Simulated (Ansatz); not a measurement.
# AgI: the cost of one run

Computed with Ansatz 0.2.0 (reference: DFT, PBEsol, plane waves, PAW, unless a step's input says otherwise).

2 further runs of the same task are left out: 2 that didn't finish.

**1. The starting structure**

It takes space group F-43m (No. 216, cubic). The conventional cell has a = 6.577 Å, b = 6.577 Å, c = 6.577 Å, α = 90.00°, β = 90.00°, γ = 90.00°. Ag (site symmetry -43m) is surrounded by 4 I at 2.85 Å. I (site symmetry -43m) has 4 Ag at 2.85 Å as nearest neighbours.

Structure file:

```xyz
2
Lattice="0.0000 3.2886 3.2886 3.2886 0.0000 3.2886 3.2886 3.2886 0.0000" Properties=species:S:1:pos:R:3 pbc="T T T"
Ag    0.0000    0.0000    0.0000
I     1.6443    1.6443    1.6443
```

**2. Reference**

Input file input.yaml:

```yaml
crystal:
  lattice:
    - [0.0, 3.2885749246, 3.2885749246]
    - [3.2885749246, 0.0, 3.2885749246]
    - [3.2885749246, 3.2885749246, 0.0]
  atoms:
    - { symbol: Ag, position: [0.0, 0.0, 0.0] }
    - { symbol: I, position: [0.25, 0.25, 0.25] }
kpoints:
  mp_grid: { grid: [4, 4, 4] }
hamiltonian:
  xc: pbesol
scf:
  occupations: { method: fixed }
  n_extra_bands: 4
output:
  forces: true
  stress: true
  eigenvalues: true
```

The run is started by

```bash
$ ansatz run input.yaml --threads 4 --pin off --max-ram 3686MiB --backend cpu --events-out ev --progress --plain --runs-dir out
```

**Question.** How long does this run take on 4 threads of Arm Neoverse N1, shared host, and how much memory does it need?

About 1.1 s, with a peak of 0.4 GiB.
